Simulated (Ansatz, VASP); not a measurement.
## P in VASP and in Ansatz

```
CELL_PARAMETERS angstrom
3.75021 0.00000 0.00000
0.00000 7.67668 0.00000
0.00000 0.00000 2.64382
ATOMIC_POSITIONS crystal
P 0.25373 0.62492 0.50000
P 0.24627 0.12492 0.50000
P 0.75373 0.87508 0.50000
P 0.74627 0.37508 0.50000
```

Alike in both runs: task single point; functional PBE; k mesh 4 × 2 × 6; occupations gaussian, width 0.1 eV; no spin polarisation.

|  | VASP | Ansatz |
| --- | --- | --- |
| version | VASP 6.6.1 | Ansatz 0.2.0 |
| potentials or method | VASP PAW PBE potentials, release 64 (P) | scalar-relativistic, plane waves, PAW |
| plane-wave cutoff (eV) | 520 | 420 |
| valence electrons in the cell | 20 | 20 |

```csv
,VASP,Ansatz,Ansatz less VASP
gap on the k mesh at the Fermi level (eV),none,none,-
pressure (GPa),-15.0,-14.9,+0.08
largest component of the traceless stress (GPa),3.72,3.71,-0.007
rms of the force components (eV/Å),0.021,0.021,+0.0002
```

Atom by atom the forces differ by 0.000 eV/Å (rms over components). A gap of «none» marks a metal or a gap that the smearing closes. With one functional, cell and mesh, what is left measures potentials, basis and numerics.

Caveats: the k mesh is coarse (spacing up to 0.42 Å⁻¹), so the values aren't converged.
